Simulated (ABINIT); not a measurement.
# Ga (P2_1/m) in ABINIT: further runs, part 2 of 2

ABINIT 10.8.3 (patched build). Earlier steps stand in the parts before.

**5. Single point, RPBE**

Contents of run.abi:

```
# Pseudopotentials
pp_dirpath "./"
pseudos "Ga.GGA_PBE-ansatz.xml"

# Structure
acell 2.7784220849 3.28160879 4.2103547521 Angstrom
rprim
     1.0000000000     0.0000000000     0.0000000000
     0.0000000000     1.0000000000     0.0000000000
    -0.3190778872     0.0000000000     0.9477284959
ntypat 1
znucl 31
natom 2
typat 1 1
xred
     0.1345962700     0.7500000000     0.7701668300
     0.8654037300     0.2500000000     0.2298331700
chkprim 0
chksymtnons 0
tolsym 1.0e-6

# Plane-wave basis
ecut 489.804952 eV
pawecutdg 36.0
pawxcdev 0

# k points
kptopt 1
ngkpt 10 8 7
nshiftk 1
shiftk 0.0 0.0 0.0

# Exchange and correlation
ixc 15

# Bands and occupations
nband 17
occopt 3
tsmear 0.05 eV

# SCF cycle
nstep 100
tolvrs 1.0e-9

# Output
iomode 3
prtwf 0
prteig 0
prtebands 0
enunit 2
prtden 1
prtvha 1
prtvclmb 1
prtpot 1
```

Potentials or basis: Ansatz PAW PBE default generated set, frozen core.

Started as:

```sh
$ abinit run.abi > log 2>&1
```

run.abo:

```text
[... set-up lines left out ...]
 ETOT  1  -157.71563177624    -1.577E+02 3.028E+00 1.044E+00
 ETOT  2  -158.02893961046    -3.133E-01 1.657E-01 6.040E-02
 ETOT  3  -158.02922561519    -2.860E-04 5.066E-02 1.919E-02
 ETOT  4  -158.02923206362    -6.448E-06 1.842E-02 5.692E-04
 ETOT  5  -158.02922386542     8.198E-06 8.381E-03 4.795E-04
 ETOT  6  -158.02922238113     1.484E-06 6.594E-03 1.553E-04
 ETOT  7  -158.02922183043     5.507E-07 3.719E-03 5.712E-06
 ETOT  8  -158.02922181610     1.433E-08 3.936E-03 3.258E-06
 ETOT  9  -158.02922180366     1.244E-08 2.964E-03 1.390E-08
 ETOT 10  -158.02922180385    -1.895E-10 5.454E-03 1.828E-08
 ETOT 11  -158.02922180374     1.098E-10 2.597E-03 7.205E-10

 At SCF step   11       nres2   =  7.20E-10 < tolvrs=  1.00E-09 =>converged.

 Cartesian components of stress tensor (hartree/bohr^3)
  sigma(1 1)= -1.95797587E-04  sigma(3 2)=  0.00000000E+00
  sigma(2 2)= -1.27988187E-04  sigma(3 1)=  1.40469827E-05
  sigma(3 3)= -1.90895986E-04  sigma(2 1)=  0.00000000E+00

--- !ResultsGS
iteration_state: {dtset: 1, }
comment   : Summary of ground state results
lattice_vectors:
- [  5.2504568,   0.0000000,   0.0000000, ]
- [  0.0000000,   6.2013419,   0.0000000, ]
- [ -2.5387168,   0.0000000,   7.5405235, ]
lattice_lengths: [   5.25046,    6.20134,    7.95642, ]
lattice_angles: [ 90.000, 108.607,  90.000, ] # degrees, (23, 13, 12)
lattice_volume:   2.4551852E+02
convergence: {deltae:  1.098E-10, res2:  7.205E-10, residm:  2.597E-03, diffor: null, }
etotal    :  -1.58029222E+02
entropy   :   0.00000000E+00
fermie    :   1.66422131E-01
cartesian_stress_tensor: # hartree/bohr^3
- [ -1.95797587E-04,   0.00000000E+00,   1.40469827E-05, ]
- [  0.00000000E+00,  -1.27988187E-04,   0.00000000E+00, ]
- [  1.40469827E-05,   0.00000000E+00,  -1.90895986E-04, ]
pressure_GPa:   5.0475E+00
xred      :
- [  1.3460E-01,   7.5000E-01,   7.7017E-01, Ga]
- [  8.6540E-01,   2.5000E-01,   2.2983E-01, Ga]
cartesian_forces: # hartree/bohr
- [ -8.34840945E-05,  -0.00000000E+00,  -1.77926132E-03, ]
- [  8.34840945E-05,  -0.00000000E+00,   1.77926132E-03, ]
force_length_stats: {min:   1.78121881E-03, max:   1.78121881E-03, mean:   1.78121881E-03, }
...

 Integrated electronic density in atomic spheres:
 ------------------------------------------------
 Atom  Sphere_radius  Integrated_density
    1        2.63806         12.14985026
    2        2.63806         12.14985026

================================================================================

 ----iterations are completed or convergence reached----

 Mean square residual over all n,k,spin=   37.192E-07; max=  25.967E-04
 reduced coordinates (array xred) for    2 atoms
       0.134596270000      0.750000000000      0.770166830000
       0.865403730000      0.250000000000      0.229833170000
 rms dE/dt=  7.6279E-03; max dE/dt=  1.3205E-02; dE/dt below (all hartree)
    1       0.000438329632      0.000000000000      0.013204619300
    2      -0.000438329632      0.000000000000     -0.013204619300

 cartesian coordinates (angstrom) at end:
    1     -0.66070082146719     2.46120659250000     3.07317604311215
    2      2.09569180770464     0.82040219750000     0.91709713330100

 cartesian forces (hartree/bohr) at end:
    1     -0.00008348409447    -0.00000000000000    -0.00177926132425
    2      0.00008348409447    -0.00000000000000     0.00177926132425
 frms,max,avg= 1.0283872E-03 1.7792613E-03   0.000E+00  0.000E+00  0.000E+00 h/b

 cartesian forces (eV/Angstrom) at end:
    1     -0.00429292474198    -0.00000000000000    -0.09149329593562
    2      0.00429292474198    -0.00000000000000     0.09149329593562
 frms,max,avg= 5.2881794E-02 9.1493296E-02   0.000E+00  0.000E+00  0.000E+00 e/A
 length scales=  5.250456802635  6.201341865472  7.956417374383 bohr
              =  2.778422084900  3.281608790000  4.210354752100 angstroms
 Fermi (or HOMO) energy (hartree) =   0.16642   Average Vxc (hartree)=  -0.37876
 Eigenvalues (hartree) for nkpt= 180  k points:
 kpt#   1, nband= 17, wtk=  0.00179, kpt=  0.0000  0.0000  0.0000 (reduced coord)
  -0.39178   -0.39137   -0.38931   -0.38902   -0.37957   -0.37954   -0.37748   -0.37726
  -0.37714   -0.37201   -0.25256    0.08936    0.11470    0.23336    0.37035    0.50454
   0.55803
      occupation numbers for kpt#   1
   2.00000    2.00000    2.00000    2.00000    2.00000    2.00000    2.00000    2.00000
   2.00000    2.00000    2.00000    2.00000    2.00000    0.00000    0.00000    0.00000
   0.00000
 prteigrs : prtvol=0 or 1, do not print more k-points.

 Fermi (or HOMO) energy (eV) =   4.52858   Average Vxc (eV)= -10.30650
 Eigenvalues (   eV  ) for nkpt= 180  k points:
 kpt#   1, nband= 17, wtk=  0.00179, kpt=  0.0000  0.0000  0.0000 (reduced coord)
 -10.66090  -10.64972  -10.59368  -10.58591  -10.32869  -10.32786  -10.27186  -10.26577
 -10.26253  -10.12288   -6.87262    2.43164    3.12117    6.35009   10.07763   13.72932
  15.18474
 prteigrs : prtvol=0 or 1, do not print more k-points.

--- !EnergyTerms
iteration_state     : {dtset: 1, }
comment             : Components of total free energy in Hartree
kinetic             :  8.45490741459822E+00
hartree             :  6.17006916760415E+01
xc                  : -5.11150397013571E+00
Ewald energy        : -9.72062060031933E+01
psp_core            :  5.51741807005274E+00
local_psp           : -1.36496254799138E+02
PAW spherical_terms :  5.11187854204899E+00
internal            : -1.58029069069725E+02
'-kT*entropy'       : -1.54744684199326E-04
total_energy        : -1.58029223814410E+02
total_energy_eV     : -4.30019424736648E+03
...

--- !EnergyTermsDC
iteration_state     : {dtset: 1, }
comment             : '"Double-counting" decomposition of free energy'
band_energy         : -7.66234884801449E+00
Ewald energy        : -9.72062060031933E+01
psp_core            :  5.51741807005274E+00
xc_dc               : -6.25356100807312E+01
PAW spherical_terms :  3.85767980283171E+00
internal            : -1.58029067059055E+02
'-kT*entropy'       : -1.54744684199326E-04
total_energy_dc     : -1.58029221803739E+02
total_energy_dc_eV  : -4.30019419265334E+03
...

--- !EnergyTermsWithPAWCore
iteration_state     : {dtset: 1, }
comment             : 'Components of total free energy, including PAW core contributions'
Total energy        : -3.84657019493087E+03
Total energy DC     : -3.84657019292020E+03
Total energy (eV)   : -1.04670507296542E+05
Total energy DC (eV): -1.04670507241829E+05
...

 Cartesian components of stress tensor (hartree/bohr^3)
  sigma(1 1)= -1.95797587E-04  sigma(3 2)=  0.00000000E+00
  sigma(2 2)= -1.27988187E-04  sigma(3 1)=  1.40469827E-05
  sigma(3 3)= -1.90895986E-04  sigma(2 1)=  0.00000000E+00

-Cartesian components of stress tensor (GPa)         [Pressure=  5.0475E+00 GPa]
- sigma(1 1)= -5.76056389E+00  sigma(3 2)=  0.00000000E+00
- sigma(2 2)= -3.76554245E+00  sigma(3 1)=  4.13276500E-01
- sigma(3 3)= -5.61635381E+00  sigma(2 1)=  0.00000000E+00

== END DATASET(S) ==============================================================
================================================================================

 -outvars: echo values of variables after computation  --------
            acell      5.2504568026E+00  6.2013418655E+00  7.9564173744E+00 Bohr
           etotal     -1.5802922180E+02
            fcart     -8.3484094471E-05 -0.0000000000E+00 -1.7792613242E-03
                       8.3484094471E-05 -0.0000000000E+00  1.7792613242E-03
            rprim      1.0000000000E+00  0.0000000000E+00  0.0000000000E+00
                       0.0000000000E+00  1.0000000000E+00  0.0000000000E+00
                      -3.1907788720E-01  0.0000000000E+00  9.4772849590E-01
           strten     -1.9579758705E-04 -1.2798818658E-04 -1.9089598601E-04
                       0.0000000000E+00  1.4046982712E-05  0.0000000000E+00
           xangst     -6.6070082147E-01  2.4612065925E+00  3.0731760431E+00
                       2.0956918077E+00  8.2040219750E-01  9.1709713330E-01
             xred      1.3459627000E-01  7.5000000000E-01  7.7016683000E-01
                       8.6540373000E-01  2.5000000000E-01  2.2983317000E-01
 Calculation completed.
```

Run time: 88 s. Hardware: 1 thread of Arm Neoverse V2, shared host; peak memory 0.36 GiB.

Results:

| Item | Value |
| --- | --- |
| Free energy | -4300.1942 eV |
| Pressure | 5.0 GPa |
| Largest force | 0.092 eV/Å |
| Band gap on the k mesh | none (metal or under the smearing width) |

Forces on the atoms (eV/Å):
```
Ga  -0.004  0.000 -0.091
Ga   0.004  0.000  0.091
```

Stress tensor (GPa, compression positive):
```
 5.76  0.00 -0.41
 0.00  3.77  0.00
-0.41  0.00  5.62
```

Caveat: the PAW data sets were made with another functional, which shifts forces and pressure a little; the atomic spheres overlap.

**6. Single point, BLYP**

Edit run.abi of step 5 so:

```diff
@@ -33,3 +33,3 @@
 # Exchange and correlation
-ixc 15
+ixc -106131
```

Potentials or basis: Ansatz PAW PBE default generated set, frozen core.

Started as:

```sh
$ abinit run.abi > log 2>&1
```

Wall time 85 s (1 thread of Arm Neoverse V2, shared host); peak memory 0.36 GiB.

The run converged. Its results:

- Free energy: -4300.9965 eV
- Pressure: 8.6 GPa
- Largest force: 0.122 eV/Å
- Band gap on the k mesh: none (metal or under the smearing width)

Forces on the atoms (eV/Å):
```
Ga  -0.012  0.000 -0.121
Ga   0.012  0.000  0.121
```

Stress tensor (GPa, compression positive):
```
 9.14  0.00 -0.42
 0.00  7.78  0.00
-0.42  0.00  8.82
```

Levels at points of the mesh, in eV from the Fermi level:
| k point | band 9 | band 10 | band 11 | band 12 | band 13 | band 14 | band 15 | band 16 | band 17 |
| --- | --- | --- | --- | --- | --- | --- | --- | --- | --- |
| (0.00, 0.00, 0.00) | -14.86 | -14.72 | -11.36 | -2.00 | -1.60 | 1.81 | 5.98 | 9.10 | 10.50 |
| (0.50, 0.00, 0.00) | -14.78 | -14.76 | -6.33 | -5.19 | -1.35 | 0.22 | 6.06 | 6.44 | 8.66 |
| (0.00, 0.50, 0.00) | -14.79 | -14.79 | -7.82 | -7.82 | 1.79 | 1.79 | 2.75 | 2.75 | 11.34 |
| (0.50, 0.50, 0.00) | -14.75 | -14.75 | -2.99 | -2.99 | -1.69 | -1.69 | 2.20 | 2.20 | 4.78 |

Caveat: the PAW data sets were made with another functional, which shifts forces and pressure a little; the atomic spheres overlap.

**7. The runs side by side**

| level | gap on the mesh (eV) | pressure (GPa) | largest force (eV/Å) |
| --- | --- | --- | --- |
| PBE | none | 3.0 | 0.09 |
| LDA | none | -2.8 | 0.06 |
| PBEsol | none | -0.7 | 0.07 |
| RPBE | none | 5.0 | 0.09 |
| BLYP | none | 8.6 | 0.12 |

Alike in all rows: task single point; potentials or basis Ansatz PAW PBE default generated set, frozen core; no spin polarisation; cell as given; k mesh 10 × 8 × 7; cutoff (eV) 490; smearing fermi-dirac 0.05 eV.

Every run on the cell as given and a fine mesh finds a metal. The pressure there spans -2.8 GPa (LDA) to 8.6 GPa (BLYP); a positive pressure means that this level wants a larger cell, a negative one a smaller.

Caveats: the atomic spheres overlap; the PAW data sets were made with another functional, which shifts forces and pressure a little (some runs).

Absolute energies hang on the potentials; compare differences alone.
